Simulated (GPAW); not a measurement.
**Quasiparticle gap of TlS (GaSe-type monolayer) in GPAW**

Wanted: ground state, empty states, screening and self-energy for TlS (GaSe-type monolayer).

Program: GPAW 26.7.0. Level of theory: LDA and many-body steps on it, plane waves. Values are calculated unless marked as measured.

## (1) The system as given

The cell holds 4 atoms: 2 Tl and 2 S. Cell: a = 3.899 Å, b = 3.899 Å, c = 15.900 Å, α = 90.0°, β = 90.0°, γ = 120.0°. Vacuum lies along c.

Coordinates:

```
Tl S
1.0
     3.89890    0.00000    0.00000
    -1.94945    3.37655    0.00000
     0.00000    0.00000   15.90000
Tl S
2 2
Direct
  0.33333 0.66667 0.58736
  0.33333 0.66667 0.41264
  0.66667 0.33333 0.66406
  0.66667 0.33333 0.33594
```

The structure was relaxed with LDA. The runs that relaxed it are not among those shown.

## (2) Ground state

This step: GPAW 26.7.0; DFT, LDA, plane waves, PAW.

The ground-state density comes first.

File run.py:

```python
import json
import numpy as np
from gpaw.mpi import world
from ase import Atoms
from gpaw import GPAW, PW, FermiDirac

atoms = Atoms(['Tl', 'Tl', 'S', 'S'],
    cell=[[3.8989021872, 0.0000000000, 0.0000000000],
      [-1.9494510936, 3.3765483410, 0.0000000000],
      [0.0000000000, 0.0000000000, 15.9000000000]],
    scaled_positions=[[0.3333333333, 0.6666666667, 0.5873570892],
      [0.3333333333, 0.6666666667, 0.4126429108],
      [0.6666666667, 0.3333333333, 0.6640598126],
      [0.6666666667, 0.3333333333, 0.3359401874]],
    pbc=(True, True, False))
calc = GPAW(mode=PW(450),
    xc='LDA',
    kpts={'size': (9, 9, 1), 'gamma': True},
    occupations=FermiDirac(0.001),
    nbands=-8,
    convergence={'density': 1e-6, 'bands': -3},
    maxiter=100,
    txt='gs.txt')
atoms.calc = calc
res = {'energy': atoms.get_potential_energy()}
kpts = calc.get_ibz_k_points()
res['kpts'] = kpts
res['eigenvalues'] = [calc.get_eigenvalues(kpt=k) for k in range(len(kpts))]
res['n_electrons'] = calc.get_number_of_electrons()
calc.write('gs.gpw')

if world.rank == 0:
    with open('result.json', 'w') as f:
        json.dump(res, f, default=lambda x: x.tolist())
```

Run with:

```
$ mpirun -n 8 gpaw python run.py
```

What it wrote:

```text
__  _  _
 | _ |_)|_||  |
 |__||  | ||/\| - 26.7.0

Input parameters:
  mode=PW(ecut=450.000000),
  convergence={'density': 1e-06, 'bands': -3},
  kpts=MonkhorstPack(size=(9, 9, 1), gamma=True),
  maxiter=100,
  nbands=-8,
  occupations=Occupations(name='fermi-dirac', width=0.001, fixmagmom=False),
  xc=XC(name='LDA')
  [... matrices ...]
Diagonalizing LCAO Hamiltonian
Converting LCAO to pw mode

            S
        Tl

        Tl

            S

Atoms  # Å, Bohr magnetons
|   | symbol |         x |        y |         z |    initial magnetic moments |
| 0 |     Tl | -0.000000 | 2.251032 |  9.338978 | ( 0.0000,  0.0000,  0.0000) |
| 1 |     Tl | -0.000000 | 2.251032 |  6.561022 | ( 0.0000,  0.0000,  0.0000) |
| 2 |      S |  1.949451 | 1.125516 | 10.558551 | ( 0.0000,  0.0000,  0.0000) |
| 3 |      S |  1.949451 | 1.125516 |  5.341449 | ( 0.0000,  0.0000,  0.0000) |

Unit cell  # Å
| periodic |         x |        y |         z |   lengths |     angles |
|      yes |  3.898902 | 0.000000 |  0.000000 |  3.898902 |  90.000000 |
|      yes | -1.949451 | 3.376548 |  0.000000 |  3.898902 |  90.000000 |
|       no |  0.000000 | 0.000000 | 15.900000 | 15.900000 | 120.000000 |

Number of symmetries: 12
Symmetry operations  # r_c * U_cc + t_c -> r_c
|    | kind |            matrix            |
|  0 |  σ   |  1, 1, 0,  0,-1, 0,  0, 0, 1 |
|  1 |  C2  |  1, 1, 0,  0,-1, 0,  0, 0,-1 |
|  2 |  E   |  1, 0, 0,  0, 1, 0,  0, 0, 1 |
|  3 |  σ   |  1, 0, 0,  0, 1, 0,  0, 0,-1 |
|  4 |  C3  |  0, 1, 0, -1,-1, 0,  0, 0, 1 |
|  5 |  S3  |  0, 1, 0, -1,-1, 0,  0, 0,-1 |
|  6 |  σ   |  0,-1, 0, -1, 0, 0,  0, 0, 1 |
|  7 |  C2  |  0,-1, 0, -1, 0, 0,  0, 0,-1 |
|  8 |  σ   | -1, 0, 0,  1, 1, 0,  0, 0, 1 |
|  9 |  C2  | -1, 0, 0,  1, 1, 0,  0, 0,-1 |
| 10 |  C3  | -1,-1, 0,  1, 0, 0,  0, 0, 1 |
| 11 |  S3  | -1,-1, 0,  1, 0, 0,  0, 0,-1 |

BZ-sampling:
  Number of BZ points: 81
  Number of IBZ points: 12

  Monkhorst-Pack size: [9, 9, 1]
  Monkhorst-Pack shift: [0, 0, 0]

K-points  # in reciprocal-cell coordinates
|     |                                coordinates |     weight |
|   0 | (  0.00000000,   0.00000000,   0.00000000) | 0.01234568 |
|   1 | (  0.11111111,   0.00000000,   0.00000000) | 0.07407407 |
|   2 | (  0.22222222,  -0.11111111,   0.00000000) | 0.07407407 |
|   3 | (  0.22222222,   0.00000000,   0.00000000) | 0.07407407 |
|   4 | (  0.33333333,  -0.11111111,   0.00000000) | 0.14814815 |
|   5 | (  0.33333333,   0.00000000,   0.00000000) | 0.07407407 |
|   6 | (  0.33333333,   0.33333333,   0.00000000) | 0.02469136 |
|   7 | (  0.44444444,  -0.22222222,   0.00000000) | 0.07407407 |
|   8 | (  0.44444444,  -0.11111111,   0.00000000) | 0.14814815 |
|   9 | (  0.44444444,   0.00000000,   0.00000000) | 0.07407407 |
| ... |                                            |            |
|  11 | (  0.44444444,   0.44444444,   0.00000000) | 0.07407407 |

Plane wave coefficients: 4579
Cutoff: 450.000000 eV

Spin-components: 1 (collinear spins)
Bands:           27
Projectors:      22
Spin-degeneracy: 2
Datatype:        complex128

  Storage: CPU
  Wave functions: 23_737_536 bytes (2_967_192 per core)
  Projectors: 21_100_032 bytes (2_637_504 per core)
  [... matrices ...]
Parallelization:
  kpt:    4
  domain: 2
  band:   1

Density:
  Valence electrons: 38.0
  Components: 1
  Grid points: [20 20 80]
  Charge: 0.0  # |e|

Potential:
  Grid points: [20 20 80]

species:
  Tl:
    name:    Thallium
    Z:       81.0
    valence: 13
    core:    68
    charge:  0.0  # [|e|]
    compensation charges:
      type: gauss
      rc: 0.38  # [Å]
      lmax: 2
    cutoffs:
      filter: 2.11  # [Å]
      core: 2.55  # [Å]
    projectors
    | kind |    occ | energy [eV] | rcut [Å] |
    |   6s |  2.000 |      -9.777 |    1.212 |
    |   6p |  1.000 |      -2.584 |    1.270 |
    |   5d | 10.000 |     -15.654 |    1.191 |
    |    s |        |      17.435 |    1.212 |
    |    p |        |      24.627 |    1.270 |
    |    d |        |      11.557 |    1.191 |

    Using partial waves for Tl as LCAO basis

  S:
    name:    Sulfur
    Z:       16.0
    valence: 6
    core:    10
    charge:  0.0  # [|e|]
    compensation charges:
      type: gauss
      rc: 0.24  # [Å]
      lmax: 2
    cutoffs:
      filter: 1.77  # [Å]
      core: 1.66  # [Å]
    projectors
    | kind |    occ | energy [eV] | rcut [Å] |
    |   3s |  2.000 |     -17.278 |    0.974 |
    |   3p |  4.000 |      -7.106 |    0.979 |
    |    s |        |       9.933 |    0.974 |
    |    p |        |      20.105 |    0.979 |
    |    d |        |       0.000 |    0.900 |

    Using partial waves for S as LCAO basis

Reference energy: -1121144.842922  # eV

eigensolver:
  PPCG
  Converge bands: -3
  niter=2

density mixing:
  MSR1-Mixer
  Pratt-step length: 0.05
  Maximum mixing coefficient: 0.75
  Old densities: 10
  SVD Regularization: 0.005
  Good broyden scale: 1.0
  Trust region scale: 1.0
  Backstep threshold: 4.0
  History deletion threshold: 6.0
  Fourier metric: weight=20.0, sigma=0.015

occupation numbers:
  Fermi-Dirac:
    width: 0.0010  # eV

poisson solver:
  ecut: 3600.000000  # eV

xc functional:
  name: None

Initialization done in: 0.959 s

convergence criteria:
- Maximum integral of absolute [dens]ity change: 1e-06 electrons / valence electron
- Maximum [total energy] change in last 3 cyles: 0.0005 eV / valence electron
- Maximum integral of absolute [eigenst]ate change: 4e-08 eV^2 / valence electron
maximum number of iterations: 100

SCF iterations
|iter     |     time |      energy | eigst |  dens |
|iter:   1|  |  -16.816845 | +0.59 |       |
|iter:   2|  |  -16.641879 | -0.89 | -1.21 |
|iter:   3|  |  -16.171438 | -1.37 | -1.27 |
|iter:   4|  |  -16.141574 | -2.15 | -1.65 |
|iter:   5|  |  -16.140698 | -3.25 | -2.04 |
|iter:   6|  |  -16.139600c| -3.14 | -2.66 |
|iter:   7|  |  -16.139599c| -4.36 | -3.28 |
|iter:   8|  |  -16.139604c| -5.17 | -3.83 |
|iter:   9|  |  -16.139604c| -5.72 | -4.59 |
|iter:  10|  |  -16.139604c| -6.11 | -5.12 |
|iter:  11|  |  -16.139604c| -6.59 | -5.51 |
|iter:  12|  |  -16.139604c| -7.16 | -6.02c|
|iter:  13|  |  -16.139604c| -7.53c| -6.46c|

Converged in 13 steps
SCF loop duration: 6.310 s (0.485 s/step)
Energy contributions relative to reference atoms: (reference = -1121144.842922)
  [... matrices ...]
Energy contributions:
  Kinetic:          22.450945
  Coulomb:         -20.322313
  Zero:              0.182722
  External:          0.000000
  Xc:              -18.450957
  Entropy:          -0.000000
  Spinorbit:         0.000000
  ----------------------------
  Free energy:     -16.139604
  Extrapolated:    -16.139604

dipole moment: (-2.565361, 1.481117, 0.000017)  # |e|*Ang

Fermi level: -0.692
Eigenvalues  # (at kpt = [0.000, 0.000, 0.000])
| band index |      eig [eV] | occ [0-2] |
|          0 |       -13.816 |     2.000 |
|        ... |               |           |
|         11 |       -11.259 |     2.000 |
|         12 |        -7.226 |     2.000 |
|         13 |        -4.539 |     2.000 |
|         14 |        -1.627 |     2.000 |
|         15 |        -1.627 |     2.000 |
|         16 |        -1.522 |     2.000 |
|         17 |        -1.522 |     2.000 |
|         18 |        -1.209 |     2.000 |
|         19 |        -0.113 |     0.000 |
|         20 |         1.689 |     0.000 |
|         21 |         4.535 |     0.000 |
|         22 |         4.535 |     0.000 |
|         23 |         4.886 |     0.000 |
|         24 |         5.409 |     0.000 |
|         25 |         5.845 |     0.000 |
|         26 |         5.846 |     0.000 |

Gap: 1.021 eV
Transition (v -> c):
  (s=0, k=2, n=18, [0.22, -0.11, 0.00]) -> (s=0, k=0, n=19, [0.00, 0.00, 0.00])
Direct/indirect transitions are different
Direct gap: 1.096 eV
Transition at: (s=0, k=0, n=18, [0.00, 0.00, 0.00])
vacuum-level: 5.449  # V
# Writing to gs.gpw (mode='')
  [... matrices ...]
```

Wall time 9.4 s (8 MPI ranks of Arm Neoverse V1, shared host); peak memory 1.4 GiB.

This step gave:

| Property | Result |
| --- | --- |
| total energy | -16.14 eV |
| gap | 1.021 eV |
| k of the valence top | 0.2222, -0.1111, 0 |
| k of the conduction bottom | 0, 0, 0 |
| least direct gap | 1.096 eV |

The gap is indirect, with the least direct gap 0.08 eV higher.

## (3) Bands along the symmetry lines

The cheap functional maps the bands first; the places of the edges decide which points the dearer methods must see.

File run.py:

```python
import json
import numpy as np
from gpaw.mpi import world
from gpaw import GPAW

path = [[0.000000, 0.000000, 0.000000],
    [0.062500, 0.000000, 0.000000],
    [0.125000, 0.000000, 0.000000],
    [0.187500, 0.000000, 0.000000],
    [0.250000, 0.000000, 0.000000],
    [0.312500, 0.000000, 0.000000],
    [0.375000, 0.000000, 0.000000],
    [0.437500, 0.000000, 0.000000],
    [0.500000, 0.000000, 0.000000],
    [0.479167, 0.041667, 0.000000],
    [0.458333, 0.083333, 0.000000],
    [0.437500, 0.125000, 0.000000],
    [0.416667, 0.166667, 0.000000],
    [0.395833, 0.208333, 0.000000],
    [0.375000, 0.250000, 0.000000],
    [0.354167, 0.291667, 0.000000],
    [0.333333, 0.333333, 0.000000],
    [0.291667, 0.291667, 0.000000],
    [0.250000, 0.250000, 0.000000],
    [0.208333, 0.208333, 0.000000],
    [0.166667, 0.166667, 0.000000],
    [0.125000, 0.125000, 0.000000],
    [0.083333, 0.083333, 0.000000],
    [0.041667, 0.041667, 0.000000],
    [0.000000, 0.000000, 0.000000]]
calc = GPAW('gs.gpw').fixed_density(kpts=path,
    symmetry='off',
    nbands=29,
    convergence={'bands': 25},
    txt='bands.txt')
res = {}
kpts = calc.get_ibz_k_points()
res['kpts'] = kpts
res['eigenvalues'] = [calc.get_eigenvalues(kpt=k) for k in range(len(kpts))]
res['n_electrons'] = calc.get_number_of_electrons()

if world.rank == 0:
    with open('result.json', 'w') as f:
        json.dump(res, f, default=lambda x: x.tolist())
```

Run with:

```
$ mpirun -n 8 gpaw python run.py
```

What it wrote:

```text
Diagonalizing LCAO Hamiltonian
Converting LCAO to pw mode
convergence criteria:
- Maximum integral of absolute [eigenst]ate change: 4e-08 eV^2 / valence electron
maximum number of iterations: 100

SCF iterations
|iter     |     time |      energy | eigst |  dens |
|iter:   1|  |             | +0.71 |       |
|iter:   2|  |             | -0.63 |       |
|iter:   3|  |             | -0.77 |       |
[...]
|iter:  10|  |             | -6.28 |       |
|iter:  11|  |             | -6.94 |       |
|iter:  12|  |             | -7.49c|       |
SCF steps: 12
  __  _  _
 | _ |_)|_||  |
 |__||  | ||/\| - 26.7.0

Input parameters:
  mode=PW(ecut=450.000000),
  convergence={'bands': 25},
  gpts=array([20, 20, 80]),
  kpts=KPoints(kpts=array([[0.      , 0.      , 0.      ],
         [0.0625  , 0.      , 0.      ],
         [0.125   , 0.      , 0.      ],
         [0.1875  , 0.      , 0.      ],
[...]
[0.479167, 0.041667, 0.      ],
         [0.458333, 0.083333, 0.      ],
[...]
[0.416667, 0.166667, 0.      ],
[...]
[0.25    , 0.25    , 0.      ],
[...]
[0.125   , 0.125   , 0.      ],
         [0.083333, 0.083333, 0.      ],
         [0.041667, 0.041667, 0.      ],
         [0.      , 0.      , 0.      ]])),
  maxiter=100,
  nbands=29,
  occupations=Occupations(name='fermi-dirac', width=0.001, fixmagmom=False),
  parallel={},
  symmetry=Symmetry(point_group=False, time_reversal=False),
  xc=XC(name='LDA')
  [... matrices ...]
timing:  # [seconds]
  Total: 0.041  # ━━━━━━━━━━━━━━━━━━━━━━━━━━━━━━━━━━━━━━━━━━━━━━━━━━━━━━━━━━━
```

Wall time 13 s (8 MPI ranks); peak memory 1.5 GiB.

Read from the output:

```yaml
gap: 1.017 eV
k_of_the_valence_top: 0.0833, 0.0833, 0
k_of_the_conduction_bottom: 0, 0, 0
least_direct_gap: 1.096 eV
```

The gap is 1.017 eV, −0.004 eV from the run before at this level.

The electronic bands at the labelled points (eV, zero at the top of the highest filled band):

| point | band 16 | band 17 | band 18 | band 19 | band 20 | band 21 | band 22 | band 23 |
| --- | --- | --- | --- | --- | --- | --- | --- | --- |
| Γ | -0.50 | -0.39 | -0.39 | -0.08 | 1.02 | 2.82 | 5.66 | 5.66 |
| halfway | -1.65 | -1.08 | -0.90 | -0.08 | 2.07 | 3.15 | 4.96 | 5.16 |
| M | -1.64 | -1.60 | -1.34 | -0.94 | 1.74 | 2.60 | 4.66 | 4.94 |
| halfway | -2.20 | -1.90 | -1.37 | -0.97 | 2.18 | 3.04 | 4.80 | 5.19 |
| K | -2.70 | -1.70 | -1.31 | -1.17 | 2.44 | 3.04 | 4.38 | 5.32 |
| halfway | -1.62 | -1.62 | -1.33 | -0.13 | 2.28 | 3.58 | 4.76 | 5.41 |
| Γ | -0.50 | -0.39 | -0.39 | -0.08 | 1.02 | 2.82 | 5.66 | 5.66 |

## (4) Empty states on the mesh, 6×6×1 mesh, 350 bands

The sums over transitions need many empty states on a uniform mesh; this step solves for them.

File run.py:

```python
import json
import numpy as np
from gpaw.mpi import world
from gpaw import GPAW

calc = GPAW('gs.gpw').fixed_density(kpts={'size': (6, 6, 1), 'gamma': True},
    parallel={'domain': 1, 'band': 1},
    txt='nscf.txt')
calc.diagonalize_full_hamiltonian(nbands=350)
calc.write('full.gpw', mode='all')
res = {}
kpts = calc.get_ibz_k_points()
res['kpts'] = kpts
res['eigenvalues'] = [calc.get_eigenvalues(kpt=k) for k in range(len(kpts))]
res['n_electrons'] = calc.get_number_of_electrons()

if world.rank == 0:
    with open('result.json', 'w') as f:
        json.dump(res, f, default=lambda x: x.tolist())
```

Run with:

```
$ mpirun -n 7 gpaw python run.py
```

What it wrote:

```text
Diagonalizing LCAO Hamiltonian
Converting LCAO to pw mode
convergence criteria:
- Maximum integral of absolute [eigenst]ate change: 4e-08 eV^2 / valence electron
maximum number of iterations: 100

SCF iterations
|iter     |     time |      energy | eigst |  dens |
|iter:   1|  |             | +0.59 |       |
|iter:   2|  |             | -0.84 |       |
|iter:   3|  |             | -1.54 |       |
[...]
|iter:  11|  |             | -6.71 |       |
|iter:  12|  |             | -7.22 |       |
|iter:  13|  |             | -7.81c|       |
SCF steps: 13
  __  _  _
 | _ |_)|_||  |
 |__||  | ||/\| - 26.7.0

Input parameters:
  mode=PW(ecut=450.000000),
  convergence={'density': 1e-06, 'bands': -3},
  gpts=array([20, 20, 80]),
  kpts=MonkhorstPack(size=(6, 6, 1), gamma=True),
  maxiter=100,
  nbands=27,
  occupations=Occupations(name='fermi-dirac', width=0.001, fixmagmom=False),
  parallel={'domain': 1, 'band': 1},
  xc=XC(name='LDA')
Matrix size: 4579x4579
# Writing to full.gpw (mode='all')
  [... matrices ...]

timing:  # [seconds]
  Total: 111.064  # ━━━━━━━━━━━━━━━━━━━━━━━━━━━━━━━━━━━━━━━━━━━━━━━━━━━━━━━━━
```

Elapsed: 2 min, on 7 MPI ranks; peak memory 10 GiB; 12 min of CPU time.

This step gave:

| Item | Value |
| --- | --- |
| gap | 1.018 eV |
| k of the valence top | 0.1667, 0, 0 |
| k of the conduction bottom | 0, 0, 0 |
| least direct gap | 1.096 eV |
| k points computed | 7 |
| lowest point of the top converged band, above the valence top | 76.3453 eV |

On this mesh the gap is 1.018 eV.

(Part 1 of 2 ends here.)

[Long decimals in the printed logs are rounded to 6 places.]

[Logs are printed without paths, hosts, clocks, repeated set-up lines and the standing remarks that a program may print on its own settings, such as how far it seeks lower states.]

[Paths, hosts, dates, memory and timing lines, banners, echoed tables and standing remarks are left out of the program output; an Ansatz launch command may be rebuilt from the run's recorded settings. Measured values are a selection of at most five: reports struck by readers or far from the other reports are left out. None is set beside runs whose start may be inverted or whose files or cutoffs have a known fault.]

[Runs of the session that timed out or met a known fault of the program may be left out.]

[Hosts, paths, dates, database ids (printed as entryN), source tags and the programs' standing remarks are cut or masked in the printed files.]

[Where the starting crystal was built by hand or by swapping elements, it need not be the compound's stable phase.]
